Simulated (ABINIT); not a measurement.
# Ge (P6_3mc) in ABINIT: band structure with TB-mBJ

Aim: the band structure of Ge with TB-mBJ.

All numbers are computed with ABINIT 10.8.3 (patched build); they aren't measurements. Logs are shortened: lines on timing, memory, paths and dates and some standing lists are left out, and cuts for length are marked. The log counts tension as positive stress, the text compression.

## (1) Starting point

Symmetry: P6_3mc, No. 186, hexagonal system. Conventional cell: a = 4.050 Å, b = 4.050 Å, c = 10.993 Å, α = 90.00°, β = 90.00°, γ = 120.00°. Ge (site symmetry 3m) has 3 Ge at 2.44 Å as nearest neighbours. Ge (site symmetry 3m) is surrounded by 3 Ge at 2.44 Å.

This isn't the form of Ge at room conditions, which is diamond.

## (2) Band structure, TB-mBJ

run.abi

```
# Datasets: ground state, then fixed potential
ndtset 2

# Pseudopotentials
pp_dirpath "./"
pseudos "Ge.LDA_PW-JTH.xml"

# Structure
acell 3*1.0 Angstrom
rprim
     4.0504045371     0.0000000000     0.0000000000
    -2.0252022685     3.5077532247     0.0000000000
     0.0000000000     0.0000000000    10.9933590000
ntypat 1
znucl 32
natom 4
typat 1 1 1 1
xred
     0.6666666667     0.3333333333     0.4148480000
     0.3333333333     0.6666666667     0.9148480000
     0.0000000000     0.0000000000     0.4774520000
     0.0000000000     0.0000000000     0.9774520000

# Plane-wave basis
ecut 707.496042 eV
pawecutdg 48.0

# Exchange and correlation
ixc -208012
usekden 1
pawxcdev 0

# Bands and occupations
occopt 3
tsmear 0.00183747

# SCF cycle
nstep 100
diemix 0.3
optforces 0
optstress 0

# Output
iomode 3
prtwf 0
prteig 0
prtebands 0
prtden1 1
prtkden1 1

# Dataset 1
kptopt1 1
ngkpt1 4 4 2
nshiftk1 1
shiftk1 0.0 0.0 0.0
nband1 34
tolvrs1 1.0e-7

# Dataset 2: bands along G-M-K-G-A-L-H-A
iscf2 -2
getden2 1
getkden2 1
nband2 40
nbdbuf2 4
tolwfr2 1.0e-11
kptopt2 -7
ndivsm2 5
prteig2 1
kptbounds2
     0.0000000000     0.0000000000     0.0000000000
     0.5000000000     0.0000000000     0.0000000000
     0.3333333333     0.3333333333     0.0000000000
     0.0000000000     0.0000000000     0.0000000000
     0.0000000000     0.0000000000     0.5000000000
     0.5000000000     0.0000000000     0.5000000000
     0.3333333333     0.3333333333     0.5000000000
     0.0000000000     0.0000000000     0.5000000000
```

Potentials or basis: JTH PAW LDA v2.0.

On the command line:

```sh
$ mpirun --bind-to none -np 4 abinit run.abi > log 2>&1
```

run.abo:

```text
.Version 10.8.3 of ABINIT
 DATASET    1 : space group P6_3 m c (#186); Bravais hP (primitive hexag.)
================================================================================
 Values of the parameters that define the memory need for DATASET  1.
     intxc =       0    ionmov =       0      iscf =       7    lmnmax =      18
     lnmax =       6     mgfft =      96  mpssoang =       3    mqgrid =    6480
     natom =       4  nloc_mem =       2    nspden =       1   nspinor =       1
    nsppol =       1      nsym =      12    n1xccc =       1    ntypat =       1
    occopt =       3   xclevel =       2
       mpw =        6682          nfft =      124416          nkpt =           8
Pmy_natom=         1
 PAW method is used; the additional fine FFT grid is defined by:
   mgfftf=       135    nfftf =    311040
================================================================================
================================================================================

 DATASET    2 : space group P6_3 m c (#186); Bravais hP (primitive hexag.)
================================================================================
 Values of the parameters that define the memory need for DATASET  2.
     intxc =       0    ionmov =       0      iscf =      -2    lmnmax =      18
     lnmax =       6     mgfft =      96  mpssoang =       3    mqgrid =    6480
     natom =       4  nloc_mem =       2    nspden =       1   nspinor =       1
    nsppol =       1      nsym =      12    n1xccc =       1    ntypat =       1
    occopt =       3   xclevel =       2
       mpw =        6711          nfft =      124416          nkpt =          92
Pmy_natom=         1
 PAW method is used; the additional fine FFT grid is defined by:
   mgfftf=       135    nfftf =    311040
================================================================================
================================================================================

--------------------------------------------------------------------------------
------------- Echo of variables that govern the present computation ------------
--------------------------------------------------------------------------------
 -outvars: echo values of preprocessed input variables --------
            acell      1.8897261259E+00  1.8897261259E+00  1.8897261259E+00 Bohr
              amu      7.26100000E+01
           diemix      3.00000000E-01
             ecut      2.60000000E+01 Hartree
           getden1          0
           getden2          1
          getkden1          0
          getkden2          1
             iscf1          7
             iscf2         -2
                       outvar_i_n : Printing only first  50 k-points.
              ixc     -208012
           jdtset        1    2
                       outvar_i_n : Printing only first  50 k-points.
           kptopt1          1
           kptopt2         -7
         kptrlatt        4    0    0      0    4    0      0    0    2
          kptrlen1     3.06166211E+01
          kptrlen2     3.00000000E+01
            natom           4
            nband1         34
            nband2         40
           nbdbuf1          0
           nbdbuf2          4
           ndtset           2
           ndivsm1          0
           ndivsm2          5
            ngfft          36      36      96
          ngfftdg          48      48     135
             nkpt1          8
             nkpt2         92
            nstep         100
             nsym          12
           ntypat           1
           occopt           3
        optforces           0
        optstress           0
        pawecutdg      4.80000000E+01 Hartree
         pawxcdev           0
        prtebands           0
           prteig1          0
           prteig2          1
          prtkden           1
            prtwf           0
            rprim      4.0504045371E+00  0.0000000000E+00  0.0000000000E+00
                      -2.0252022685E+00  3.5077532247E+00  0.0000000000E+00
                       0.0000000000E+00  0.0000000000E+00  1.0993359000E+01
           shiftk1     0.00000000E+00  0.00000000E+00  0.00000000E+00
           shiftk2     5.00000000E-01  5.00000000E-01  5.00000000E-01
          spgroup         186
           tolvrs1     1.00000000E-07
           tolvrs2     0.00000000E+00
[... 1481 lines left out ...]
 -8.3520E-01 -8.3520E-01 -8.3520E-01 -8.3520E-01 -8.3405E-01 -8.3405E-01
 -8.3405E-01 -8.3405E-01 -3.2681E-01 -3.2681E-01 -3.9530E-02 -3.9530E-02
  5.8765E-02  5.8765E-02  5.8766E-02  5.8766E-02  1.1835E-01  1.1835E-01
  1.9250E-01  1.9250E-01  2.2808E-01  2.2808E-01  2.2808E-01  2.2808E-01
  3.4388E-01  3.4388E-01  4.1173E-01  4.1182E-01

Result for kinetic energy density :

--------------------------------------------------------------------------------
 Total kinetic energy density [Ha/Bohr^3]
)     Maximum=    5.5391E-01  at reduced coord.    0.9583    0.9167    0.9630
)     Minimum=    9.7793E-05  at reduced coord.    0.3333    0.6667    0.2074
   Integrated=    2.5558E+01
--------------------------------------------------------------------------------

--- !ResultsGS
iteration_state: {dtset: 2, }
comment   : Summary of ground state results
lattice_vectors:
- [  7.6541553,   0.0000000,   0.0000000, ]
- [ -3.8270776,   6.6286929,   0.0000000, ]
- [  0.0000000,   0.0000000,  20.7744377, ]
lattice_lengths: [   7.65416,    7.65416,   20.77444, ]
lattice_angles: [ 90.000,  90.000, 120.000, ] # degrees, (23, 13, 12)
lattice_volume:   1.0540336E+03
convergence: {deltae:  0.000E+00, res2:  0.000E+00, residm:  9.998E-12, diffor:  0.000E+00, }
etotal    :  -3.16624177E+02
entropy   :   0.00000000E+00
fermie    :   8.48433770E-02
cartesian_stress_tensor: null
pressure_GPa: null
xred      :
- [  6.6667E-01,   3.3333E-01,   4.1485E-01, Ge]
- [  3.3333E-01,   6.6667E-01,   9.1485E-01, Ge]
- [ -9.2519E-17,  -1.1102E-16,   4.7745E-01, Ge]
- [ -9.2519E-17,  -1.1102E-16,   9.7745E-01, Ge]
cartesian_forces: null
force_length_stats: {min: null, max: null, mean: null, }
...

 Integrated electronic density in atomic spheres:
 ------------------------------------------------
 Atom  Sphere_radius  Integrated_density
    1        2.30477         12.26580524
    2        2.30477         12.26120024
    3        2.30477         12.26062995
    4        2.30477         12.26534266

================================================================================

 ----iterations are completed or convergence reached----

 Mean square residual over all n,k,spin=   59.615E-13; max=  99.984E-13
 reduced coordinates (array xred) for    4 atoms
       0.666666666667      0.333333333333      0.414848000000
       0.333333333333      0.666666666667      0.914848000000
      -0.000000000000     -0.000000000000      0.477452000000
      -0.000000000000     -0.000000000000      0.977452000000

 cartesian coordinates (angstrom) at end:
    1      2.02520226856667     1.16925107490000     4.56057299443200
    2      0.00000000003333     2.33850214980000    10.05725249443200
    3     -0.00000000000000    -0.00000000000000     5.24880124126800
    4     -0.00000000000000    -0.00000000000000    10.74548074126800
 length scales=  1.889726125908  1.889726125908  1.889726125908 bohr
              =  1.000000000000  1.000000000000  1.000000000000 angstroms
 Eigenvalues (hartree) for nkpt=  92  k points:
 kpt#   1, nband= 40, wtk=  1.00000, kpt=  0.0000  0.0000  0.0000 (reduced coord)
  -0.84388   -0.84388   -0.84388   -0.84388   -0.84239   -0.84239   -0.84173   -0.84173
  -0.84173   -0.84173   -0.83991   -0.83991   -0.83520   -0.83520   -0.83520   -0.83520
  -0.83405   -0.83405   -0.83405   -0.83405   -0.32732   -0.32629   -0.04681   -0.03130
   0.05859    0.05859    0.05894    0.05894    0.11725    0.12139    0.16081    0.22759
   0.22759    0.22858    0.22858    0.22984    0.34156    0.34751    0.39807    0.41657
 kpt#   2, nband= 40, wtk=  1.00000, kpt=  0.0313  0.0000  0.0000 (reduced coord)
  -0.84390   -0.84390   -0.84389   -0.84389   -0.84243   -0.84243   -0.84171   -0.84171
  -0.84167   -0.84167   -0.83989   -0.83989   -0.83525   -0.83525   -0.83525   -0.83525
  -0.83402   -0.83402   -0.83400   -0.83400   -0.32693   -0.32590   -0.04686   -0.03161
   0.05324    0.05365    0.05776    0.05815    0.12295    0.12658    0.16102    0.22512
   0.22806    0.22909    0.23009    0.23146    0.34187    0.34603    0.40001    0.42190
 kpt#   3, nband= 40, wtk=  1.00000, kpt=  0.0625  0.0000  0.0000 (reduced coord)
  -0.84395   -0.84395   -0.84392   -0.84392   -0.84253   -0.84253   -0.84167   -0.84167
  -0.84154   -0.84154   -0.83982   -0.83981   -0.83540   -0.83540   -0.83540   -0.83540
  -0.83392   -0.83392   -0.83386   -0.83386   -0.32576   -0.32473   -0.04717   -0.03277
   0.04056    0.04252    0.05540    0.05584    0.13550    0.13836    0.16163    0.22121
[... 521 lines left out ...]
   0.04066    0.04066    0.05534    0.05534    0.13680    0.13680    0.19249    0.19249
   0.22633    0.22633    0.23466    0.23466    0.33915    0.33915    0.41509    0.41562
 kpt#  91, nband= 40, wtk=  1.00000, kpt=  0.0185  0.0185  0.5000 (reduced coord)
  -0.84390   -0.84390   -0.84389   -0.84389   -0.84243   -0.84243   -0.84171   -0.84171
  -0.84167   -0.84167   -0.83989   -0.83989   -0.83526   -0.83526   -0.83525   -0.83525
  -0.83401   -0.83401   -0.83399   -0.83399   -0.32640   -0.32640   -0.03970   -0.03970
   0.05311    0.05311    0.05790    0.05790    0.12409    0.12409    0.19251    0.19251
   0.22758    0.22758    0.22969    0.22969    0.34275    0.34275    0.41242    0.41273
 kpt#  92, nband= 40, wtk=  1.00000, kpt=  0.0000  0.0000  0.5000 (reduced coord)
  -0.84388   -0.84388   -0.84388   -0.84388   -0.84239   -0.84239   -0.84173   -0.84173
  -0.84173   -0.84173   -0.83991   -0.83991   -0.83520   -0.83520   -0.83520   -0.83520
  -0.83405   -0.83405   -0.83405   -0.83405   -0.32681   -0.32681   -0.03953   -0.03953
   0.05877    0.05877    0.05877    0.05877    0.11835    0.11835    0.19250    0.19250
   0.22808    0.22808    0.22808    0.22808    0.34388    0.34388    0.41173    0.41182

== END DATASET(S) ==============================================================
================================================================================

 -outvars: echo values of variables after computation  --------
            acell      1.8897261259E+00  1.8897261259E+00  1.8897261259E+00 Bohr
           etotal1    -3.1662417693E+02
            fcart1     9.9999999999E+99  9.9999999999E+99  9.9999999999E+99
                       9.9999999999E+99  9.9999999999E+99  9.9999999999E+99
                       9.9999999999E+99  9.9999999999E+99  9.9999999999E+99
                       9.9999999999E+99  9.9999999999E+99  9.9999999999E+99
            rprim      4.0504045371E+00  0.0000000000E+00  0.0000000000E+00
                      -2.0252022685E+00  3.5077532247E+00  0.0000000000E+00
                       0.0000000000E+00  0.0000000000E+00  1.0993359000E+01
           strten1     9.9999999999E+99  9.9999999999E+99  9.9999999999E+99
                       9.9999999999E+99  9.9999999999E+99  9.9999999999E+99
           xangst      2.0252022686E+00  1.1692510749E+00  4.5605729944E+00
                       3.3333846374E-11  2.3385021498E+00  1.0057252494E+01
                      -1.4989507921E-16 -3.8943883948E-16  5.2488012413E+00
                      -1.4989507921E-16 -3.8943883948E-16  1.0745480741E+01
             xred      6.6666666667E-01  3.3333333333E-01  4.1484800000E-01
                       3.3333333333E-01  6.6666666667E-01  9.1484800000E-01
                      -9.2518585385E-17 -1.1102230246E-16  4.7745200000E-01
                      -9.2518585385E-17 -1.1102230246E-16  9.7745200000E-01
 Calculation completed.
```

It took 20 min on 4 MPI ranks of Arm Neoverse N1, shared host; peak memory 1.1 GiB.

Results:

| Quantity | Value |
| --- | --- |
| Band gap along the path | none (metal or under the smearing width) |

Levels at the corners of the path, in eV from the Fermi level:
```
point  band 25  band 26  band 27  band 28  band 29  band 30  band 31  band 32
    Γ    -0.71    -0.71    -0.70    -0.70     0.88     0.99     2.07     3.88
    M    -2.19    -2.16    -1.21    -1.03     0.68     0.87     1.86     1.90
    K    -3.78    -3.78    -0.17     0.02     0.02     0.22     4.65     4.65
    Γ    -0.71    -0.71    -0.70    -0.70     0.88     0.99     2.07     3.88
    A    -0.71    -0.71    -0.71    -0.71     0.91     0.91     2.93     2.93
    L    -2.18    -2.18    -1.12    -1.12     0.74     0.74     1.89     1.89
    H    -3.78    -3.78     0.01     0.01     0.02     0.02     4.52     4.52
    A    -0.71    -0.71    -0.71    -0.71     0.91     0.91     2.93     2.93
```

Caveat: the k mesh is coarse (spacing up to 0.45 Å⁻¹), so the values aren't converged; the constant c of TB-mBJ comes from the pseudo density here, which moves gaps by up to 0.3 eV between sets of potentials; the PAW data sets were made with another functional, which shifts forces and pressure a little; the atomic spheres overlap.
